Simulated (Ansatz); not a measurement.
**Li: pressure up to the limit of the methods**

An exercise on one series of results from a longer session: the logs are not shown, and one member is left open.

Computed with Ansatz 0.2.0 (DFT, PBE, PAW with Ansatz's default frozen-core files, scalar-relativistic, unless a step's input says otherwise).

## The structure to begin with

The structure is tetragonal, space group I4_1/amd (No. 141). The conventional cell has a = 5.328 Å, b = 5.328 Å, c = 2.930 Å, α = 90.00°, β = 90.00°, γ = 90.00°. Li (site symmetry -4m2) has 6 Li at 2.76 to 2.93 Å as nearest neighbours.

Structure file:

```cif
data_structure
_symmetry_space_group_name_H-M 'P 1'
_symmetry_Int_Tables_number 1
_cell_length_a 4.0424
_cell_length_b 4.0424
_cell_length_c 4.0424
_cell_angle_alpha 97.549
_cell_angle_beta 97.549
_cell_angle_gamma 137.497
_cell_volume 41.59
loop_
_atom_site_label
_atom_site_type_symbol
_atom_site_fract_x
_atom_site_fract_y
_atom_site_fract_z
_atom_site_occupancy
Li1 Li 0.62500 0.87500 0.75000 1
Li2 Li 0.37500 0.12500 0.25000 1
```

Whether this phase is the stable one at these pressures isn't tested.

Atoms are numbered in the order of the input: Li1, Li2.

The first run:

input.yaml

```yaml
crystal:
  lattice:
    - [-2.6639994006, 2.6639994006, 1.4651996703]
    - [2.6639994006, -2.6639994006, 1.4651996703]
    - [2.6639994006, 2.6639994006, -1.4651996703]
  atoms:
    - { symbol: Li, position: [-0.375, -0.125, -0.25] }
    - { symbol: Li, position: [0.375, 0.125, 0.25] }
kpoints:
  mp_grid: { grid: [15, 15, 15] }
scf:
  occupations: { method: fermi_dirac, width: 0.08 }
hamiltonian:
  xc: pbe
  pseudopotentials: { kind: paw }
output:
  forces: true
  stress: true
relax:
  f_tol: 0.005
  max_steps: 40
  cell: {}
```

Started as:

```
$ ansatz run input.yaml --threads 1 --pin off --max-ram 2048MiB --backend cpu --events-out ev --progress --plain --runs-dir out
```

Among the steps run: Cell relaxed at zero pressure, PAW; Volume scaled by 1, PAW; Shape and atoms relaxed at 0.9 of the volume, PAW; Volume scaled by 0.9, PAW; Shape and atoms relaxed at 0.8 of the volume, PAW; Volume scaled by 0.8, PAW; Shape and atoms relaxed at 0.7 of the volume, PAW; Volume scaled by 0.7, PAW; Shape and atoms relaxed at 0.6 of the volume, PAW; Volume scaled by 0.6, PAW; Shape and atoms relaxed at 0.5 of the volume, PAW; Volume scaled by 0.5, PAW; Shape and atoms relaxed at 0.4 of the volume, PAW; Volume scaled by 0.4, PAW; Volume scaled by 0.4, PAW (cutoff 300 eV).

One of the session's tables, all rows but one given; the rest of the session is left out.

| method | volume over the first | volume (Å³/atom) | pressure (GPa) |
| --- | --- | --- | --- |
| PAW | 1 | 20.324 | 0.00 |
| PAW | 0.9 | ? | ? |
| PAW | 0.8 | 16.259 | 4.17 |
| PAW | 0.7 | 14.227 | 8.32 |
| PAW | 0.6 | 12.195 | 15.37 |
| PAW | 0.5 | 10.162 | 28.07 |
| PAW | 0.4 | 8.130 | 53.25 |
| PAW (cutoff 300 eV) | 0.4 | 8.130 | 53.31 |

**Question.** Estimate the row for PAW, 0.9.

The run gave: volume (Å³/atom): 18.292; pressure (GPa): 1.62. In the column «volume (Å³/atom)» it lies between PAW, 0.8 (16.259) and PAW, 1 (20.324).

Caveats from the session: Warnings in the runs' records: cutoff below recommended.
